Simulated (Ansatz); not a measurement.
Theory: DFT PBE, scalar-relativistic, plane waves, PAW (Ansatz 0.2.0). Settings: cutoff 420 eV, Γ-centred meshes spaced at most about 0.3 Å⁻¹, and about 0.25 Å⁻¹ or finer for metals (2π included), Gaussian smearing. No spin polarisation.

Each guess is relaxed in cell and atoms at zero pressure, on a coarse mesh first where it starts far from rest and then on a converged one. The steps can't lower the symmetry of the start, but it can rise. Energies are static (0 K, no zero-point motion).

Two unrelaxed guesses for CoH4:

Guess 1. (collinear spin from parallel moments)

Space group P6/mmm (No. 191). a = 3.409 Å, b = 3.409 Å, c = 4.462 Å, α = 90.00°, β = 90.00°, γ = 120.00°
```
atom  site  symmetry       x       y       z
  Co    1a     6/mmm  0.0000  0.0000  0.0000
   H    3f       mmm  0.5000  0.0000  0.0000
   H    1b     6/mmm  0.0000  0.0000  0.5000
```

Guess 2. (collinear spin from parallel moments)

Space group P6/mmm (No. 191). a = 3.077 Å, b = 3.077 Å, c = 5.507 Å, α = 90.00°, β = 90.00°, γ = 120.00°
```csv
atom,site,symmetry,x,y,z
Co,1a,6/mmm,0.0000,0.0000,0.0000
H,4h,3m.,0.3333,0.6667,0.0975
```

Question: Which guess leads to the lower structure, and by how much?

Answer: Guess 2 ends lower, by 15 meV/atom. Guess 1: P6/mmm at 9.0 Å³/atom → P6/mmm at 5.9 Å³/atom; Guess 2: P6/mmm at 9.0 Å³/atom → P6/mmm at 6.3 Å³/atom. Counting H atoms around Co (those within 1.25 times the shortest such distance or 1.15 times the sum of covalent radii), the end of guess 1 has Co 8 and the end of guess 2 has Co 12. End of guess 1. Conventional cell: a = 3.295 Å, c = 3.124 Å. Co is surrounded by 8 H at 1.56–1.65 Å; around H on a site of symmetry mmm lie 4 H at 1.65 Å and 2 Co at 1.65 Å; H on a site of symmetry 6/mmm is surrounded by 2 Co at 1.56 Å. End of guess 2. Conventional cell: a = 2.636 Å, c = 5.207 Å. Co has 12 H at 1.80 Å; H is surrounded by 3 H at 1.52 Å, 3 Co at 1.80 Å and 1 H at 1.94 Å.

Cells without such a test can be saddle points. Shaken at random and relaxed again, the end of guess 2 falls into a cell with space group P-1 (No. 2), 255 meV/atom lower, so it is a saddle point or a shallow minimum. Neither end is the lowest form computed: that has space group P1 (No. 1) and lies 0.33 eV/atom below the better end. Even the lowest of the cells shown lies +0.41 eV/atom against the elements. For metals, differences of a few meV/atom aren't resolved. Weakly bound directions are ill-defined at this level, which has no dispersion term (P6/mmm at 6.3 Å³/atom), and this can change margins and order among such cells. With hydrogen, zero-point motion can shift such differences by 10 meV/atom or more. Some types were kept out of the candidates beforehand, so the set may lack a known form.
